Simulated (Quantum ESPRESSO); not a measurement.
# Rh (Fm-3m) in Quantum ESPRESSO: notebook, part 2 of 5

Quantum ESPRESSO 7.5.

## (3) Phonons, PBE

Contents of pw.in:

```
&CONTROL
  calculation = 'scf'
  prefix = 'pwscf'
  outdir = './tmp'
  pseudo_dir = './pseudo'
  tprnfor = .true.
  tstress = .true.
  disk_io = 'low'
/
&SYSTEM
  ibrav = 0
  nat = 1
  ntyp = 1
  ecutwfc = 45
  ecutrho = 360
  nbnd = 13
  occupations = 'smearing'
  smearing = 'mv'
  degauss = 0.01469973
/
&ELECTRONS
  conv_thr = 2d-10
  electron_maxstep = 120
  mixing_beta = 0.5
/
ATOMIC_SPECIES
Rh   102.9055 rh_pbe_v1.4.uspp.F.UPF
CELL_PARAMETERS angstrom
   0.0000000000    1.8978500000    1.8978500000
   1.8978500000    0.0000000000    1.8978500000
   1.8978500000    1.8978500000    0.0000000000
ATOMIC_POSITIONS angstrom
Rh     0.0000000000    0.0000000000    0.0000000000
K_POINTS automatic
12 12 12 0 0 0
```

Contents of scf2.in:

```
&CONTROL
  calculation = 'scf'
  prefix = 'pwscf'
  outdir = './tmp'
  pseudo_dir = './pseudo'
  tprnfor = .true.
  tstress = .true.
  disk_io = 'low'
/
&SYSTEM
  ibrav = 0
  nat = 1
  ntyp = 1
  ecutwfc = 45
  ecutrho = 360
  nbnd = 13
  occupations = 'smearing'
  smearing = 'mv'
  degauss = 0.01469973
/
&ELECTRONS
  conv_thr = 1d-13
  electron_maxstep = 120
  mixing_beta = 0.5
  startingpot = 'file'
  startingwfc = 'file'
/
ATOMIC_SPECIES
Rh   102.9055 rh_pbe_v1.4.uspp.F.UPF
CELL_PARAMETERS angstrom
   0.0000000000    1.8978500000    1.8978500000
   1.8978500000    0.0000000000    1.8978500000
   1.8978500000    1.8978500000    0.0000000000
ATOMIC_POSITIONS angstrom
Rh     0.0000000000    0.0000000000    0.0000000000
K_POINTS automatic
12 12 12 0 0 0
```

Contents of ph.in:

```
phonons of Rh
&INPUTPH
  prefix = 'pwscf'
  outdir = './tmp'
  tr2_ph = 1d-18
  fildyn = 'dyn'
  niter_ph = 90
  alpha_mix(1) = 0.4
/
0.3535533906 0.3535533906 0.3535533906
```

Potentials or basis: GBRV 1.5 PBE.

The run is started by

```console
$ OMP_NUM_THREADS=1 pw.x -in pw.in > pw.out
$ OMP_NUM_THREADS=1 pw.x -in scf2.in > scf2.out
$ OMP_NUM_THREADS=1 ph.x -in ph.in > ph.out
```

pw.out:

```text
This program is part of the open-source Quantum ESPRESSO suite
     for quantum simulation of materials; please cite
[... 9 lines left out ...]
     --------------------
     sticks:   dense  smooth     PW     G-vecs:    dense   smooth      PW
     Sum         649     313    109                10777     3719     749

     Using Slab Decomposition

     bravais-lattice index     =            0
     lattice parameter (alat)  =       5.0720  a.u.
     unit-cell volume          =      92.2597 (a.u.)^3
     number of atoms/cell      =            1
     number of atomic types    =            1
     number of electrons       =        15.00
     number of Kohn-Sham states=           13
     kinetic-energy cutoff     =      45.0000  Ry
     charge density cutoff     =     360.0000  Ry
     scf convergence threshold =      2.0E-10
     mixing beta               =       0.5000
     number of iterations used =            8  plain     mixing
     Exchange-correlation=  SLA  PW   PBX  PBC
                           (   1   4   3   4   0   0   0)

     celldm(1)=   5.071959  celldm(2)=   0.000000  celldm(3)=   0.000000
     celldm(4)=   0.000000  celldm(5)=   0.000000  celldm(6)=   0.000000

     crystal axes: (cart. coord. in units of alat)
               a(1) = (   0.000000   0.707107   0.707107 )
               a(2) = (   0.707107   0.000000   0.707107 )
               a(3) = (   0.707107   0.707107   0.000000 )

     reciprocal axes: (cart. coord. in units 2 pi/alat)
               b(1) = ( -0.707107  0.707107  0.707107 )
               b(2) = (  0.707107 -0.707107  0.707107 )
               b(3) = (  0.707107  0.707107 -0.707107 )

     PseudoPot. # 1 for Rh read from file:
     rh_pbe_v1.4.uspp.F.UPF
     Pseudo is Ultrasoft + core correction, Zval = 15.0
     Generated by new atomic code, or converted to UPF format
     Using radial grid of  969 points,  7 beta functions with:
                l(1) =   0
                l(2) =   0
                l(3) =   1
                l(4) =   1
                l(5) =   2
                l(6) =   2
                l(7) =   2
     Q(r) pseudized with  8 coefficients,  rinner =    1.200   1.200   1.200
                                                       1.200   1.200

     atomic species   valence    mass     pseudopotential
     Rh               15.00   102.90550     Rh( 1.00)

     48 Sym. Ops., with inversion, found

   Cartesian axes

     site n.     atom                  positions (alat units)
         1        Rh     tau(   1) = (   0.0000000   0.0000000   0.0000000  )

     number of k points=    72  Marzari-Vanderbilt smearing, width (Ry)=  0.0147
                       cart. coord. in units 2pi/alat
        k(    1) = (   0.0000000   0.0000000   0.0000000), wk =   0.0011574
        k(    2) = (   0.0589256   0.0589256  -0.0589256), wk =   0.0092593
        k(    3) = (   0.1178511   0.1178511  -0.1178511), wk =   0.0092593
        k(    4) = (   0.1767767   0.1767767  -0.1767767), wk =   0.0092593
        k(    5) = (   0.2357023   0.2357023  -0.2357023), wk =   0.0092593
        k(    6) = (   0.2946278   0.2946278  -0.2946278), wk =   0.0092593
[... 64 lines left out ...]
        k(   71) = (  -0.7071068   0.2357023   0.0000000), wk =   0.0138889
        k(   72) = (  -0.7071068   0.3535534   0.0000000), wk =   0.0069444

     Dense  grid:    10777 G-vectors     FFT dimensions: (  32,  32,  32)

     Smooth grid:     3719 G-vectors     FFT dimensions: (  24,  24,  24)

     Initial potential from superposition of free atoms

     starting charge      14.4999, renormalised to      15.0000

     negative rho (up, down):  5.736E-02 0.000E+00
     Starting wfcs are   12 randomized atomic wfcs +    1 random wfcs

     Self-consistent Calculation

     iteration #  1     ecut=    45.00 Ry     beta= 0.50
     Davidson diagonalization with overlap
     ethr =  1.00E-02,  avg # of iterations =  4.2

     negative rho (up, down):  5.941E-02 0.000E+00

     total energy              =    -171.05446652 Ry
     estimated scf accuracy    <       0.53647093 Ry

     iteration #  2     ecut=    45.00 Ry     beta= 0.50
     Davidson diagonalization with overlap
     ethr =  3.58E-03,  avg # of iterations =  2.0
[... 42 lines left out ...]
     iteration #  7     ecut=    45.00 Ry     beta= 0.50
     Davidson diagonalization with overlap
     ethr =  6.65E-11,  avg # of iterations =  2.3

     negative rho (up, down):  5.943E-02 0.000E+00

     End of self-consistent calculation

          k = 0.0000 0.0000 0.0000 (   459 PWs)   bands (ev):

   -24.8652 -24.8652 -24.8652  13.5242  18.4259  18.4259  18.4259  20.5317
    20.5317  38.1382  43.6450  43.6450  43.6450

          k = 0.0589 0.0589-0.0589 (   495 PWs)   bands (ev):

   -24.9170 -24.8722 -24.8722  13.8030  18.3075  18.5331  18.5331  20.4752
    20.4752  38.5175  42.1165  44.0279  44.0279

          k = 0.1179 0.1179-0.1179 (   483 PWs)   bands (ev):
[... 116 lines left out ...]
   -25.3637 -25.0737 -24.9368  16.4283  17.8428  18.4364  19.2918  20.2255
    23.0118  35.5380  38.3123  41.9434  45.6335

          k = 0.0000-0.2357 0.2357 (   475 PWs)   bands (ev):

   -25.2367 -25.0137 -24.9086  15.9140  17.5732  18.7406  19.4131  19.6945
    21.8094  37.7560  39.1958  43.7933  43.9704

          k = 0.3536 0.0000 0.0000 (   480 PWs)   bands (ev):

   -25.2292 -25.0030 -25.0030  15.8614  16.8133  19.6017  20.0633  20.0633
    21.2637  40.1929  40.6193  40.6193  41.7942

          k = 0.4125 0.0589-0.0589 (   465 PWs)   bands (ev):

   -25.3345 -25.0425 -25.0348  16.0829  16.5657  19.4468  20.3307  21.3797
    21.6285  37.8019  39.5195  39.7713  42.9058

          k = 0.4714 0.1179-0.1179 (   467 PWs)   bands (ev):
[... 56 lines left out ...]
   -25.5436 -25.1558 -25.1276  15.3411  15.7029  21.6118  21.8135  22.4088
    25.3967  34.0845  34.6546  35.6869  44.4189

          k = 0.0000-0.5893 0.5893 (   466 PWs)   bands (ev):

   -25.5121 -25.2213 -25.1124  15.5878  16.0843  20.5370  21.4247  22.2461
    27.5102  32.2728  33.8358  36.6126  43.8425

          k =-0.7071 0.0000 0.0000 (   468 PWs)   bands (ev):

   -25.5676 -25.1389 -25.1389  15.1637  15.5344  22.0782  22.5272  22.5272
    24.8261  33.8597  35.0897  35.0897  44.5751

          k = 0.2357 0.1179 0.0000 (   473 PWs)   bands (ev):

   -25.1183 -24.9557 -24.9099  15.1719  17.6098  18.9362  19.1877  19.9157
    21.0106  39.4474  39.8943  43.0605  44.5071

          k = 0.2946 0.1768-0.0589 (   477 PWs)   bands (ev):

   -25.2646 -25.0043 -24.9320  15.9485  17.5365  18.6388  19.3661  20.2699
    21.7370  37.2667  39.6516  42.8159  44.1989

          k = 0.3536 0.2357-0.1179 (   468 PWs)   bands (ev):
[... 6 lines left out ...]
   -25.5239 -25.0605 -24.9864  15.9961  17.9420  18.9269  19.3486  21.7711
    24.3094  31.5795  38.3795  40.8752  43.5573

          k =-0.2357-0.3536 0.4714 (   462 PWs)   bands (ev):

   -25.5638 -25.0668 -24.9967  15.9324  17.8346  18.8919  19.7376  21.9991
    25.2934  30.0976  38.1651  40.8051  42.7456

          k = 0.3536 0.1179 0.0000 (   475 PWs)   bands (ev):

   -25.2716 -25.0271 -24.9796  16.1339  16.9476  18.8106  20.0556  20.4376
    21.7212  38.3162  39.4441  41.5098  42.9758

          k = 0.4125 0.1768-0.0589 (   468 PWs)   bands (ev):

   -25.3823 -25.0829 -25.0058  16.4071  17.0799  18.4637  20.0757  21.2126
    23.0148  35.7202  38.5117  40.0605  43.9343

          k =-0.2357-0.4714 0.5893 (   473 PWs)   bands (ev):
[... 56 lines left out ...]
   -25.4954 -25.2151 -25.1217  15.7827  16.2149  19.9771  21.2440  22.3417
    27.3806  32.7563  34.3263  35.8223  44.7110

          k =-0.0000-0.4714 0.5893 (   473 PWs)   bands (ev):

   -25.4367 -25.3010 -25.0984  16.1209  16.7925  19.1287  20.7165  22.1065
    29.6557  30.5222  33.6224  37.0751  44.1683

          k =-0.7071 0.1179-0.0000 (   464 PWs)   bands (ev):

   -25.5395 -25.1683 -25.1409  15.4226  15.7828  21.1400  21.7131  22.5280
    26.4140  33.6302  34.6271  34.7655  45.0905

          k =-0.2357-0.4714 0.7071 (   467 PWs)   bands (ev):

   -25.4227 -25.1706 -25.0336  16.8453  16.9065  18.1364  20.6625  21.1164
    24.8074  35.1355  35.7134  38.8060  45.5719

          k =-0.1768-0.4125 0.6482 (   472 PWs)   bands (ev):
[... 16 lines left out ...]
   -25.4144 -25.3005 -25.1226  16.4412  17.0905  18.3715  20.4700  22.3163
    29.5283  31.3358  34.1651  35.2594  46.1721

          k = 0.0000-0.3536 0.5893 (   470 PWs)   bands (ev):

   -25.3837 -25.3326 -25.1016  16.6878  17.5848  17.7228  20.3254  22.0879
    28.9656  31.9509  33.5883  36.3650  46.1927

          k =-0.7071 0.2357 0.0000 (   470 PWs)   bands (ev):

   -25.4624 -25.2481 -25.1448  16.0551  16.5165  19.2814  20.8578  22.5297
    28.8395  33.1571  33.2745  34.3905  46.1044

          k =-0.7071 0.3536 0.0000 (   464 PWs)   bands (ev):

   -25.3559 -25.3559 -25.1468  16.4728  17.7018  17.7018  20.3242  22.5305
    31.2358  31.2358  32.9443  34.2630  48.0142

     the Fermi energy is    21.5283 ev

!    total energy              =    -171.20143570 Ry
     estimated scf accuracy    <          1.3E-10 Ry
     smearing contrib. (-TS)   =       0.00038146 Ry
     internal energy E=F+TS    =    -171.20181716 Ry

     The total energy is F=E-TS. E is the sum of the following terms:
     one-electron contribution =     -22.25166939 Ry
     hartree contribution      =      24.83368888 Ry
     xc contribution           =     -29.96424657 Ry
     ewald contribution        =    -143.81959008 Ry

     convergence has been achieved in   7 iterations

     negative rho (up, down):  5.943E-02 0.000E+00

     Forces acting on atoms (cartesian axes, Ry/au):

     atom    1 type  1   force =     0.00000000    0.00000000    0.00000000

     Total force =     0.000000     Total SCF correction =     0.000000

     Computing stress (Cartesian axis) and pressure

     negative rho (up, down):  5.943E-02 0.000E+00
          total   stress  (Ry/bohr**3)                   (kbar)     P=       77.14
   0.00052440  -0.00000000  -0.00000000           77.14       -0.00       -0.00
  -0.00000000   0.00052440  -0.00000000           -0.00       77.14       -0.00
  -0.00000000  -0.00000000   0.00052440           -0.00       -0.00       77.14

=------------------------------------------------------------------------------=
   JOB DONE.
=------------------------------------------------------------------------------=
```

Run time: 89 s. Hardware: 1 thread of AMD EPYC 9R45 (Zen 5), shared host; peak memory 0.09 GiB.

What came out:

| Item | Value |
| --- | --- |
| Free energy | -2329.3142 eV |
| Pressure after relaxing | 7.7 GPa |
| Band gap on the k mesh | none (metal or under the smearing width) |
| Highest phonon frequency at the q point run | 257 cm⁻¹ |

Phonon frequencies in cm⁻¹ (negative: imaginary):
```tsv
q point	frequencies
(0.500, 0.500, 0.500)	145 145 257
```

Phonon modes at q = (0.500, 0.500, 0.500) in reciprocal lattice units:
| mode | symmetry | cm⁻¹ |
| --- | --- | --- |
| 1 | E_u | 145 |
| 2 | E_u | 145 |
| 3 | A_2u | 257 |

Caveat: the cell is more than 3 GPa from zero pressure, which shifts response properties.

(Part 2 of 5 ends here.)
